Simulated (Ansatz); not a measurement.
## Bi under changes of volume

One of the cells (35.070 Å³/atom); the others are scaled copies at fixed shape and fractional positions:

```
Bi
1.0
     2.26750    1.30914    3.93800
    -2.26750    1.30914    3.93800
     0.00000   -2.61828    3.93800
Bi
2
Direct
  0.76600 0.76600 0.76600
  0.23400 0.23400 0.23400
```

| Item | Value |
| --- | --- |
| Program | Ansatz 0.2.0 |
| Functional | LDA |
| Potentials or basis | Ansatz PAW |
| Cutoff | 420 eV (not typed: the program's choice for these potentials) |
| k mesh | 7 × 7 × 7 |
| Occupations | fermi-dirac, width 0.05 eV |
| Spin | no spin polarisation |

```csv
volume (Å³/atom),energy over the lowest point (meV/atom),pressure (GPa),gap on the mesh (eV),largest force (eV/Å)
32.965,?,?,?,?
33.667,0.00,0.5,0.29,0.237
34.368,0.36,-0.6,0.28,0.138
35.070,5.23,-1.6,0.27,0.046
35.771,14.11,-2.4,0.26,0.039
36.472,26.55,-3.2,0.25,0.119
37.174,42.18,-3.9,0.24,0.194
```

Problem. What does the run at 32.965 Å³/atom give?

Solution. Energy over the lowest point 4.71 meV/atom; pressure 1.7 GPa; gap on the mesh 0.30 eV; largest force 0.342 eV/Å.

Worked out: A Birch-Murnaghan fit of order 3 (a polynomial in V^(-2/3)) to the other rows has its minimum at 33.96 Å³/atom with B0 = V·E''(V) = 53 GPa and B' = 4.7 at fixed shape and positions, which overstates the stiffness. It gives 4.72 meV/atom at 32.965 Å³/atom, against the run's 4.71, and -dE/dV = 1.7 GPa, against 1.7. A straight line through the other rows of the gap, of slope -0.505 eV per unit of ln V, extrapolates to 0.30 eV, against the run's 0.30.

Energies are extrapolated to zero smearing.

Caveats: odd divisions of the mesh miss points on the zone boundary, where band edges often lie, so the gap on the mesh can be too wide; spin-orbit coupling is left out, which as a rule narrows the gap of such compounds by several tenths of an eV; the PAW data sets come from PBE, with cores solved anew for the run's functional, which leaves a small shift of forces and pressure.

A mesh can miss the band edges.
